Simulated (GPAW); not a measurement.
## A GW chain in GPAW: BaO (Fm-3m)

Wanted: ground state, empty states, screening and self-energy for BaO (Fm-3m).

Method: PBE and many-body steps on it, plane waves, in GPAW 26.7.0.

This is a report of a sequence of runs, with most program output left out.

The database entry behind the starting cell differs from later determinations by our own check (about 0.7 % short), so it need not match the best structure at ambient conditions.

## 1. The structure

Symmetry: Fm-3m, No. 225, cubic system. The conventional cell has a = 5.500 Å, b = 5.500 Å, c = 5.500 Å, α = 90.00°, β = 90.00°, γ = 90.00°. Ba has 6 O at 2.75 Å nearest. Nearest to O lie 6 Ba at 2.75 Å. Farther neighbours and most contacts between anions are not listed.

The cell and positions come from the Crystallography Open Database and are kept as given unless a step says otherwise. Spin-orbit coupling is left out unless a step names it.

## 2. Ground state

This step: GPAW 26.7.0; DFT, PBE, plane waves, PAW.

The ground-state density comes first.

run.py

```python
import json
import numpy as np
from gpaw.mpi import world
from ase import Atoms
from gpaw import GPAW, PW, FermiDirac

atoms = Atoms(['Ba', 'O'],
    cell=[[0.0000000000, 2.7500000000, 2.7500000000],
      [2.7500000000, 0.0000000000, 2.7500000000],
      [2.7500000000, 2.7500000000, 0.0000000000]],
    scaled_positions=[[0.0000000000, 0.0000000000, 0.0000000000],
      [0.5000000000, 0.5000000000, 0.5000000000]],
    pbc=(True, True, True))
calc = GPAW(mode=PW(600),
    xc='PBE',
    kpts={'size': (8, 8, 8), 'gamma': True},
    occupations=FermiDirac(0.001),
    nbands=-7,
    convergence={'density': 1e-6, 'bands': -3},
    maxiter=100,
    txt='gs.txt')
atoms.calc = calc
res = {'energy': atoms.get_potential_energy()}
kpts = calc.get_ibz_k_points()
res['kpts'] = kpts
res['eigenvalues'] = [calc.get_eigenvalues(kpt=k) for k in range(len(kpts))]
res['n_electrons'] = calc.get_number_of_electrons()
calc.write('gs.gpw')

if world.rank == 0:
    with open('result.json', 'w') as f:
        json.dump(res, f, default=lambda x: x.tolist())
```

Started as:

```console
$ mpirun -n 4 gpaw python run.py
```

It took 6 s on 4 MPI ranks of Arm Neoverse V2, shared host; peak memory 0.64 GiB.

Numbers from this step:

* total energy: -11.91 eV
* gap: 1.921 eV
* k of the valence top: 0.5, 0.5, 0
* k of the conduction bottom: 0.5, 0.5, 0
* least direct gap: 1.921 eV

The gap is direct, at (0.500, 0.500, 0.000).

## 3. Empty states on the mesh, 4×4×4 mesh, 383 bands

The sums over transitions need many empty states on a uniform mesh; this step solves for them.

run.py

```python
import json
import numpy as np
from gpaw.mpi import world
from gpaw import GPAW

calc = GPAW('gs.gpw').fixed_density(kpts={'size': (4, 4, 4), 'gamma': True},
    parallel={'domain': 1, 'band': 1},
    txt='nscf.txt')
calc.diagonalize_full_hamiltonian(nbands=383)
calc.write('full.gpw', mode='all')
res = {}
kpts = calc.get_ibz_k_points()
res['kpts'] = kpts
res['eigenvalues'] = [calc.get_eigenvalues(kpt=k) for k in range(len(kpts))]
res['n_electrons'] = calc.get_number_of_electrons()

if world.rank == 0:
    with open('result.json', 'w') as f:
        json.dump(res, f, default=lambda x: x.tolist())
```

Started as:

```console
$ mpirun -n 4 gpaw python run.py
```

Elapsed: 8.8 s, on 4 MPI ranks; peak memory 1.3 GiB.

Numbers from this step:

| Property | Result |
| --- | --- |
| gap | 1.921 eV |
| k of the valence top | 0.5, 0.5, 0 |
| k of the conduction bottom | 0.5, 0.5, 0 |
| least direct gap | 1.921 eV |
| k points computed | 8 |
| lowest point of the top converged band, above the valence top | 238.3470 eV |

On this mesh the gap is 1.921 eV.

## 4. Screening and self-energy, 4×4×4 mesh, 173 bands, screening to 150 eV

G0W0 replaces the xc potential by the self-energy, built once from these orbitals. Only a window of levels is corrected, while the sums run over the empty bands that the input names.

This step: G0W0 on PBE, plane waves, PAW.

run.py

```python
import json
import numpy as np
from gpaw.mpi import world
from gpaw.response.g0w0 import G0W0

gw = G0W0('full.gpw',
    filename='gw',
    kpts=[0, 5],
    bands=(6, 10),
    ecut=150,
    nbands=173,
    integrate_gamma='WS',
    ppa=True)
gw.calculate()
res = {mode: {k: v for k, v in r.items() if k != 'sigma_eskwn'}
       for mode, r in gw.all_results.items()}

if world.rank == 0:
    with open('result.json', 'w') as f:
        json.dump(res, f, default=lambda x: x.tolist())
```

Started as:

```console
$ mpirun -n 4 gpaw python run.py
```

Run time: 40 s. Hardware: 4 MPI ranks; peak memory 1.2 GiB; 2.6 min of CPU time.

This step gave:

| Quantity | Value |
| --- | --- |
| G0W0 gap on the points computed | 3.018 eV |
| least direct G0W0 gap on the computed points | 3.018 eV |
| Z at the valence top | 0.7663 |
| Z at the conduction bottom | 0.8503 |
| starting gap on the mesh | 1.921 eV |
| k of the valence top | 0.5, 0.5, 0 |
| k of the conduction bottom | 0.5, 0.5, 0 |

The gap on the mesh goes from 1.92 eV to 3.02 eV, a correction of +1.10 eV.

Limits: finite bands, cutoff and mesh; no spin-orbit coupling; coarse k mesh. v1 is the top filled band, c1 the lowest empty one. The levels before and after the correction (eV, zero at the valence-band top of each column):

|  | conduction bottom | valence top |
| --- | --- | --- |
| Kohn-Sham | 1.92 | 0.00 |
| G0W0 | 3.02 | 0.00 |

|  | level | energy (eV) |
| --- | --- | --- |
| Kohn-Sham | (0.5 0.5 0) v2 | -0.207 |
| Kohn-Sham | (0.5 0.5 0) v1 | 0.000 |
| Kohn-Sham | (0.5 0.5 0) c1 | 1.921 |
| Kohn-Sham | (0.5 0.5 0) c2 | 6.073 |
| G0W0 | (0.5 0.5 0) v2 | -0.210 |
| G0W0 | (0.5 0.5 0) v1 | 0.000 |
| G0W0 | (0.5 0.5 0) c1 | 3.018 |
| G0W0 | (0.5 0.5 0) c2 | 7.675 |

## 5. Where the time went

Times are wall times on 4 MPI ranks of Arm Neoverse V2, shared host, good to a factor of about two.

| step | time | share | memory (GiB) |
| --- | --- | --- | --- |
| ground state | 6 s | 11 % | 0.64 |
| empty states on the mesh | 8.8 s | 16 % | 1.3 |
| screening and self-energy | 40 s | 73 % | 1.2 |

## 6. Summary of results

```yaml
pbe_gap: 1.92 eV, direct
g0w0_gap_on_the_mesh: 3.02 eV
gw_settings: 4×4×4 mesh, 173 bands, screening to 150 eV, Godby-Needs plasmon pole
known_limits: not at the basis limit; no spin-orbit coupling; coarse k mesh
```

**Reading.** G0W0 moves the gap on the mesh from 1.92 eV to 3.02 eV (+1.10 eV), with Z of 0.77 and 0.85 at the edges. Only 2 of the mesh's irreducible points were corrected, so a valley elsewhere could overtake. The dearest step here is «screening and self-energy». Bands and cutoff are finite, so the gap is not at the basis limit. The miss can reach some tenths of an eV and take either sign; the mesh is an error of its own. These stock PAW sets were not made for GW. In the G0W0 run levels were corrected at 2 k points alone, so a gap called «on the mesh» is the least over those, and an edge elsewhere would be missed. The 4×4×4 mesh is coarse for this cell, which bears on the long-range parts of exchange and screening. The many-body steps are scalar-relativistic: spin-orbit coupling is not in them.

[Paths, hosts, dates, memory and timing lines, banners, echoed tables and standing remarks are left out of the program output.]

[Logs are printed without paths, hosts, clocks, repeated set-up lines and the standing remarks that a program may print on its own settings, such as how far it seeks lower states.]

[Runs of the session that timed out or met a known fault of the program may be left out.]

[Hosts, paths, dates, database ids (printed as entryN), source tags and the programs' standing remarks are cut or masked in the printed files.]
